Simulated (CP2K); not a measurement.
**Sb in CP2K: convergence with cutoff ry**

Input of the first run (cutoff ry 90 Ry); the others differ in this setting and in those tied to it:

sb_converge.inp

```
&GLOBAL
  PROJECT sb_converge
  RUN_TYPE ENERGY_FORCE
  PRINT_LEVEL LOW
&END GLOBAL
&FORCE_EVAL
  METHOD QS
  STRESS_TENSOR ANALYTICAL
  &DFT
    BASIS_SET_FILE_NAME BASIS_MOLOPT_UZH
    POTENTIAL_FILE_NAME GTH_POTENTIALS
    &MGRID
      CUTOFF 90
      REL_CUTOFF 60
      NGRIDS 4
    &END MGRID
    &QS
      METHOD GPW
      EPS_DEFAULT 1.0E-9
    &END QS
    &KPOINTS
      SCHEME MONKHORST-PACK 8 8 9
      GAMMA_CENTERED T
      SYMMETRY T
      SYMMETRY_BACKEND SPGLIB
    &END KPOINTS
    &SCF
      SCF_GUESS ATOMIC
      EPS_SCF 1.0E-6
      MAX_SCF 100
      ADDED_MOS 8
      CHOLESKY OFF
      EPS_EIGVAL 1.0E-7
      &DIAGONALIZATION ON
        ALGORITHM STANDARD
      &END DIAGONALIZATION
      &MIXING ON
        METHOD BROYDEN_MIXING
        ALPHA 0.4
        BETA 1.5
        NBUFFER 8
      &END MIXING
      &SMEAR ON
        METHOD FERMI_DIRAC
        ELECTRONIC_TEMPERATURE [K] 580.226
      &END SMEAR
    &END SCF
    &XC
      &XC_FUNCTIONAL
        &LDA_X
        &END LDA_X
        &LDA_C_PW
        &END LDA_C_PW
      &END XC_FUNCTIONAL
    &END XC
    &PRINT
      &KPOINTS ON
      &END KPOINTS
      &MULLIKEN ON
      &END MULLIKEN
      &MO ON
        ENERGIES T
        OCCUPATION_NUMBERS T
        &EACH
          QS_SCF 0
        &END EACH
        ADD_LAST NUMERIC
      &END MO
    &END PRINT
  &END DFT
  &SUBSYS
    &CELL
      ABC 3.5576054653 3.4556389026 3.5779861917
      ALPHA_BETA_GAMMA 126.5498526263 127.6227990220 78.9014433955
      PERIODIC XYZ
    &END CELL
    &COORD
      SCALED
      Sb  0.0076520000 -0.0358540000 0.0045320000
    &END COORD
    &KIND Sb
      BASIS_SET TZVP-MOLOPT-PBE-GTH-q5
      POTENTIAL GTH-PADE-q5
    &END KIND
    &PRINT
      &ATOMIC_COORDINATES ON
      &END ATOMIC_COORDINATES
      &CELL ON
      &END CELL
    &END PRINT
  &END SUBSYS
  &PRINT
    &FORCES ON
    &END FORCES
    &STRESS_TENSOR ON
    &END STRESS_TENSOR
  &END PRINT
&END FORCE_EVAL
```

Potentials or basis: GTH_POTENTIALS Sb GTH-PADE-q5; TZVP-MOLOPT-PBE-GTH basis.

Launch:

```bash
$ OMP_NUM_THREADS=1 cp2k.psmp -i sb_converge.inp -o sb_converge.out
```

The cell isn't the ideal one: cell strained at random at fixed volume.

This isn't the form of Sb at room conditions, which is rhombohedral.

Hardware: 1 thread of Intel(R) Xeon(R) Platinum 8259CL CPU @ 2.50GHz (Skylake/Cascade Lake), with other jobs on the host.

```tsv
cutoff ry	energy less the tightest run, at zero smearing (meV/atom)	SCF cycles	CPU time (s)	peak memory (GiB)
90 Ry	0.00	11	25	0.22
140 Ry	0.00	11	23	0.22
190 Ry	0.00	11	23	0.23
250 Ry	0.00	11	23	0.24
320 Ry	0.00	11	31	0.25
380 Ry	0.00	11	27	0.27
450 Ry	0.00	11	23	0.27
560 Ry	0.00	11	25	0.3
720 Ry	0.00	11	29	0.34
```

Against the tightest run, the energy stays within 1 meV/atom from 90 Ry on. The tightest run that finished is the yardstick and may itself not be fully converged.

Caveat, for the tightest run too: the basis of atomic orbitals isn't converged, which shifts pressures, moduli and gaps. Spin-orbit coupling is left out, which matters for the levels of Sb.
